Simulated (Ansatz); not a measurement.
Runs of Ansatz 0.2.0 on Pd. It takes space group Fm-3m (No. 225, cubic). The conventional cell has a = 3.893 Å, b = 3.893 Å, c = 3.893 Å, α = 90.00°, β = 90.00°, γ = 90.00°. Pd (site symmetry m-3m) has 12 Pd at 2.75 Å as nearest neighbours. 

```tsv
task	level	spin	cell	k mesh	cutoff (eV)	smearing	pressure (GPa)
band structure	PBEsol	off	as given	12 × 12 × 12	266	fermi-dirac 0.05 eV	(a)
single point	PBE	off	as given	12 × 12 × 12	266	gaussian 0.012 eV	6.8
band structure	BLYP	off	as given	12 × 12 × 12	266	fermi-dirac 0.05 eV	18.1
band structure	LDA	non-collinear, ferromagnetic start	as given	9 × 9 × 9	266	gaussian 0.01 eV	-9.0
relaxation of cell and atoms	PBEsol+D3(BJ)	off	relaxed	12 × 12 × 12	-	fermi-dirac 0.05 eV	0.0
```

Alike in all rows: potentials or basis all-electron LAPW, scalar-relativistic; basis error allowed 0.001 eV/atom.

Problem. Fill in the values left out.

Solution. (a) -3.0.

Caveats: so large a pressure means that the cell lies far from this level's equilibrium, or that cutoff or potentials fall short (some runs); the k mesh is thin for a metal, which can move the energy by tens of meV per atom (some runs); the starting moments weren't kept (some runs).
